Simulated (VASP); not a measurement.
# P (R-3m) in VASP: a series of runs, part 2 of 2

VASP 6.6.1.

**3. Relaxation of cell and atoms, PBEsol+D3(BJ), target pressure 6 GPa, at which the enthalpy is minimised**

This run uses another cell than the first one, of 13.22 Å³/atom, 0.819 times its volume.

Contents of INCAR:

```
SYSTEM = P
  PREC = Accurate
  ENCUT = 520
  EDIFF = 1E-7
  ISMEAR = 0
  SIGMA = 0.02
  LREAL = .False.
  LASPH = .True.
  NELM = 60
  ALGO = Normal
  ISIF = 3
  LWAVE = .False.
  LCHARG = .False.
  GGA = PS
  IVDW = 12
  IBRION = 2
  NSW = 80
  EDIFFG = -0.002
  PSTRESS = 60.0
```

Contents of KPOINTS:

```
Automatic mesh
0
Gamma
  12 12 12
  0 0 0
```

Contents of POSCAR:

```
P                                       
1.0
    1.6734338368      0.9661574789      2.7247607520
   -1.6734338368      0.9661574789      2.7247607520
    0.0000000000     -1.9323149471      2.7247607516
  P             
     2
Direct
     0.2436725825938739    0.2436725825938739    0.2436725825931670
     0.7563274174061262    0.7563274174061262    0.7563274174068333
```

Potentials or basis: VASP PAW PBE potentials, release 64 (P).

Run with:

```console
$ cat potpaw_PBE.64/P/POTCAR > POTCAR
$ mpirun -np 1 vasp_std > vasp.out
```

OUTCAR:

```text
SYSTEM = P
   PREC = Accurate
   ENCUT = 520
   EDIFF = 1E-7
   ISMEAR = 0
   LREAL = .False.
   LASPH = .True.
   NELM = 60
   ISIF = 3
   GGA = PS
   IVDW = 12
   IBRION = 2
   NSW = 80
   EDIFFG = -0.002
   PSTRESS = 60.0
 IVDW          = 12

 ion  position               nearest neighbor table
   1  0.244  0.244  0.244-   2 2.31   2 2.31   2 2.31   2 2.43   2 2.43   2 2.43
   2  0.756  0.756  0.756-   1 2.31   1 2.31   1 2.31   1 2.43   1 2.43   1 2.43

  LATTYP: Found a trigonal (rhomboedric) cell.
 ALAT       =     3.3403835462
 COS(alpha) =     0.4980569834

  Lattice vectors:

 A1 = (   1.6734338368,   0.9661574789,   2.7247607520)
 A2 = (  -1.6734338368,   0.9661574789,   2.7247607520)
 A3 = (   0.0000000000,  -1.9323149471,   2.7247607516)

Analysis of symmetry for initial positions (statically):
=====================================================================
 Subroutine PRICEL returns:
 Original cell was already a primitive cell.

 Routine SETGRP: Setting up the symmetry group for a
 trigonal (rhombohedral) supercell.

 Subroutine GETGRP returns: Found 12 space group operations
 (whereof 12 operations were pure point group operations)
 out of a pool of 12 trial point group operations.

The static configuration has the point symmetry D_3d.

Analysis of symmetry for dynamics (positions and initial velocities):
=====================================================================
 Subroutine PRICEL returns:
 Original cell was already a primitive cell.

 Routine SETGRP: Setting up the symmetry group for a
 trigonal (rhombohedral) supercell.

 Subroutine GETGRP returns: Found 12 space group operations
 (whereof 12 operations were pure point group operations)
 out of a pool of 12 trial point group operations.

The dynamic configuration has the point symmetry D_3d.

 Subroutine INISYM returns: Found 12 space group operations
 (whereof 12 operations are pure point group operations),
 and found     1 'primitive' translations

----------------------------------------------------------------------------------------

                                     Primitive cell

  volume of cell :      26.4324

  direct lattice vectors                    reciprocal lattice vectors
     1.673433837  0.966157479  2.724760752     0.298786835  0.172504660  0.122334899
    -1.673433837  0.966157479  2.724760752    -0.298786835  0.172504660  0.122334899
     0.000000000 -1.932314947  2.724760752     0.000000000 -0.345009320  0.122334900

  length of vectors
     3.340383546  3.340383546  3.340383542     0.366056359  0.366056359  0.366056360

  position of ions in fractional coordinates (direct lattice)
     0.243672583  0.243672583  0.243672583
     0.756327417  0.756327417  0.756327417

  ion indices of the primitive-cell ions
   primitive index   ion index
                 1           1
                 2           2

----------------------------------------------------------------------------------------

 KPOINTS: Automatic mesh
[... 114 lines left out ...]
  ext. energy  EPLUGINS =         0.00000000
  ---------------------------------------------------
  free energy    TOTEN  =       -11.48264735 eV

  energy without entropy =      -11.48252756  energy(sigma->0) =      -11.48258745

------------------------ aborting loop because EDIFF is reached ----------------------------------------

 Edisp (eV)   -0.85884

 E8    (eV) :    -0.5097

  FORCE on cell =-STRESS in cart. coord.  units (eV):
  Direction    XX          YY          ZZ          XY          YZ          ZX
  --------------------------------------------------------------------------------------
  -------------------------------------------------------------------------------------
  Total       0.98835     0.98835     0.98367     0.00000     0.00000     0.00000
  in kB      59.90802    59.90802    59.62460     0.00000     0.00000     0.00000
  external pressure =       -0.19 kB  Pullay stress =       60.00 kB

 VOLUME and BASIS-vectors are now :
 -----------------------------------------------------------------------------
  energy-cutoff  :      520.00
  volume of cell :       26.43
      direct lattice vectors                 reciprocal lattice vectors
     1.673433837  0.966157479  2.724760752     0.298786835  0.172504660  0.122334899
    -1.673433837  0.966157479  2.724760752    -0.298786835  0.172504660  0.122334899
     0.000000000 -1.932314947  2.724760752     0.000000000 -0.345009320  0.122334900

 POSITION                                       TOTAL-FORCE (eV/Angst)
 -----------------------------------------------------------------------------------
      0.00000      0.00000      1.99185         0.000000      0.000000      0.000579
      0.00000      0.00000      6.18243         0.000000     -0.000000     -0.000579
 -----------------------------------------------------------------------------------
    total drift:                               -0.000000      0.000000     -0.000000

  FREE ENERGIE OF THE ION-ELECTRON SYSTEM (eV)
  ---------------------------------------------------
  free  energy   TOTEN  =       -12.3414846791 eV

  energy  without entropy=      -12.3413648815  energy(sigma->0) =      -12.34142478

  enthalpy is  TOTEN    =       -11.3516178800 eV   P V=        0.9898667992

--------------------------------------- Ionic step        2  -------------------------------------------

 number of electron      10.0000000 magnetization

 Free energy of the ion-electron system (eV)
  ---------------------------------------------------
  ext. energy  EPLUGINS =         0.00000000
  ---------------------------------------------------
  free energy    TOTEN  =       -11.48223066 eV

  energy without entropy =      -11.48211181  energy(sigma->0) =      -11.48217123

 E-fermi :  11.1441     XC(G=0): -11.7971

 val. band max:       11.1396161584   @ k =   0.3333   0.3333   0.3333
 cond. band min:      11.1466223927   @ k =   0.5000   0.0833  -0.0000
 fundamental gap:      0.0070062343
 Fermi energy:        11.1440917528

 k-point     1 :       0.0000    0.0000    0.0000
  band No.  band energies     occupation
      1      -6.5260      2.00000
      2       8.6899      2.00000
      3       8.6899      2.00000
      4       8.8497      2.00000
      5      10.5878      2.00000
      6      14.9767      0.00000
      7      15.1784      0.00000
      8      15.1784      0.00000
      9      16.7211      0.00000
[... 265 lines left out ...]
 k-point    24 :      -0.4167    0.1667    0.0000
  band No.  band energies     occupation
      1      -2.0623      2.00000
      2      -1.0864      2.00000
      3       5.5247      2.00000
      4       7.7310      2.00000
      5       9.2156      2.00000
      6      11.9810      0.00000
      7      14.7505      0.00000
      8      16.3241      0.00000
      9      19.9691      0.00000

 [... further k-points ...]

------------------------ aborting loop because EDIFF is reached ----------------------------------------

 Edisp (eV)   -0.85903

 E8    (eV) :    -0.5098

  FORCE on cell =-STRESS in cart. coord.  units (eV):
  Direction    XX          YY          ZZ          XY          YZ          ZX
  --------------------------------------------------------------------------------------
  -------------------------------------------------------------------------------------
  Total       0.99247     0.99247     0.99043     0.00000     0.00000    -0.00000
  in kB      60.17141    60.17141    60.04757     0.00000     0.00000    -0.00000
  external pressure =        0.13 kB  Pullay stress =       60.00 kB

 VOLUME and BASIS-vectors are now :
 -----------------------------------------------------------------------------
  energy-cutoff  :      520.00
  volume of cell :       26.43
      direct lattice vectors                 reciprocal lattice vectors
     1.673372582  0.966122113  2.724353705     0.298797772  0.172510975  0.122353178
    -1.673372582  0.966122113  2.724353705    -0.298797772  0.172510975  0.122353178
     0.000000000 -1.932244216  2.724353705     0.000000000 -0.345021949  0.122353178

 POSITION                                       TOTAL-FORCE (eV/Angst)
 -----------------------------------------------------------------------------------
      0.00000      0.00000      1.99158         0.000000      0.000000      0.000848
      0.00000      0.00000      6.18148         0.000000     -0.000000     -0.000848
 -----------------------------------------------------------------------------------
    total drift:                               -0.000000      0.000000     -0.000000

  FREE ENERGIE OF THE ION-ELECTRON SYSTEM (eV)
  ---------------------------------------------------
  free  energy   TOTEN  =       -12.3412650826 eV

  energy  without entropy=      -12.3411462358  energy(sigma->0) =      -12.34120566

  enthalpy is  TOTEN    =       -11.3516186125 eV   P V=        0.9896464701

 reached required accuracy - stopping structural energy minimisation
```

OSZICAR:

```text
N       E                     dE             d eps       ncg     rms          rms(c)
DAV:   1     0.219904137739E+02    0.21990E+02   -0.49367E+03  3402   0.983E+02
DAV:   2    -0.106296952092E+02   -0.32620E+02   -0.31592E+02  5096   0.132E+02
DAV:   3    -0.115159273874E+02   -0.88623E+00   -0.87365E+00  4447   0.230E+01
DAV:   4    -0.115205786744E+02   -0.46513E-02   -0.46493E-02  5155   0.171E+00
DAV:   5    -0.115205935285E+02   -0.14854E-04   -0.14851E-04  4395   0.682E-02    0.771E+00
DAV:   6    -0.114959149852E+02    0.24679E-01   -0.55494E-03  4633   0.551E-01    0.459E+00
DAV:   7    -0.114826427290E+02    0.13272E-01   -0.99027E-03  4215   0.823E-01    0.115E-01
DAV:   8    -0.114826379062E+02    0.48228E-05   -0.72852E-04  4260   0.238E-01    0.592E-02
DAV:   9    -0.114826455336E+02   -0.76274E-05   -0.27223E-05  4662   0.485E-02    0.368E-02
DAV:  10    -0.114826472791E+02   -0.17455E-05   -0.16223E-06  4315   0.124E-02    0.447E-03
DAV:  11    -0.114826473526E+02   -0.73560E-07   -0.86947E-08  3185   0.281E-03
   1 F= -.11351618E+02 E0= -.11351558E+02  d E =-.113516E+02
       N       E                     dE             d eps       ncg     rms          rms(c)
DAV:   1    -0.114822311309E+02    0.41615E-03   -0.30190E-05  4239   0.354E-02    0.564E-03
DAV:   2    -0.114822307712E+02    0.35973E-06   -0.65432E-07  4293   0.694E-03    0.314E-03
DAV:   3    -0.114822306340E+02    0.13719E-06   -0.37228E-07  3872   0.389E-03    0.906E-04
DAV:   4    -0.114822306583E+02   -0.24363E-07   -0.27439E-09  1944   0.511E-04
   2 F= -.11351619E+02 E0= -.11351559E+02  d E =-.732515E-06
```

Run time: 52 s. Hardware: 1 thread of Intel Xeon Platinum 8259CL at 2.50GHz (Skylake/Cascade Lake), shared host; peak memory 0.18 GiB.

What came out:

- Free energy: -12.3413 eV
- Relaxed volume: 13.21 Å³/atom
- Relaxed cell: a = 3.340 Å, b = 3.340 Å, c = 3.340 Å, α = 60.13°, β = 60.13°, γ = 60.13°
- Space group after relaxing (to 0.05 Å): R-3m (No. 166)
- Energy change on relaxing (the enthalpy is what falls): +0.1 meV/atom
- Ionic steps: 2
- Pressure after relaxing: 6.0 GPa
- Band gap on the k mesh: none (metal or under the smearing width)
- Dispersion energy per atom: -0.430 eV

Step by step:
```tsv
step	energy change (eV)	largest force (eV/Å)	pressure (GPa)	volume (Å³)
1	0.0000	0.0006	5.98	26.43
2	0.0002	0.0008	6.01	26.43
```

Final structure:
```cif
data_structure
_symmetry_space_group_name_H-M 'P 1'
_symmetry_Int_Tables_number 1
_cell_length_a 3.3400
_cell_length_b 3.3400
_cell_length_c 3.3400
_cell_angle_alpha 60.133
_cell_angle_beta 60.133
_cell_angle_gamma 60.133
_cell_volume 26.43
loop_
_atom_site_label
_atom_site_type_symbol
_atom_site_fract_x
_atom_site_fract_y
_atom_site_fract_z
_atom_site_occupancy
P1 P 0.24368 0.24368 0.24368 1
P2 P 0.75632 0.75632 0.75632 1
```

Caveat: the cell is relaxed towards a set pressure, so the enthalpy falls and the energy may rise; the PAW data sets were made with another functional, which shifts forces and pressure a little; pairwise dispersion overbinds metals, which lowers pressure and volume.

**4. Vibrations by finite differences, PBEsol+D3(BJ)**

This run uses another cell than the first one, of 13.21 Å³/atom, 0.818 times its volume.

Contents of INCAR:

```
SYSTEM = P
  ALGO = Normal
  EDIFF = 1E-8
  ENCUT = 520
  GGA = PS
  IBRION = 6
  ISIF = 2
  ISMEAR = 0
  IVDW = 12
  LASPH = .TRUE.
  LCHARG = .FALSE.
  LREAL = .FALSE.
  LWAVE = .FALSE.
  NELM = 60
  NFREE = 2
  NSW = 1
  POTIM = 0.015
  PREC = Accurate
  SIGMA = 0.02
```

Contents of KPOINTS:

```
k-points
0
G
  12 12 12
  0 0 0
```

Contents of POSCAR:

```
P                                       
1.0
    1.6733725819      0.9661221134      2.7243537051
   -1.6733725819      0.9661221134      2.7243537051
    0.0000000000     -1.9322442158      2.7243537046
  P             
     2
Direct
     0.2436760021316468    0.2436760021316468    0.2436760021309434
     0.7563239978683532    0.7563239978683532    0.7563239978690638
```

Run with:

```console
$ cat potpaw_PBE.64/P/POTCAR > POTCAR
$ mpirun -np 1 vasp_std > vasp.out
```

It took 5.3 min on 1 thread of Intel Xeon Platinum 8259CL at 2.50GHz (Skylake/Cascade Lake), shared host; peak memory 0.4 GiB.

The run converged. Its results:

- Highest phonon frequency at Γ: 250 cm⁻¹
- Dispersion energy per atom: -0.430 eV

Phonon frequencies in cm⁻¹ (negative: imaginary):
```csv
q point,frequencies
"(0.000, 0.000, 0.000)",0 0 0 208 208 250
```

Caveat: the PAW data sets were made with another functional, which shifts forces and pressure a little; pairwise dispersion overbinds metals, which lowers pressure and volume.
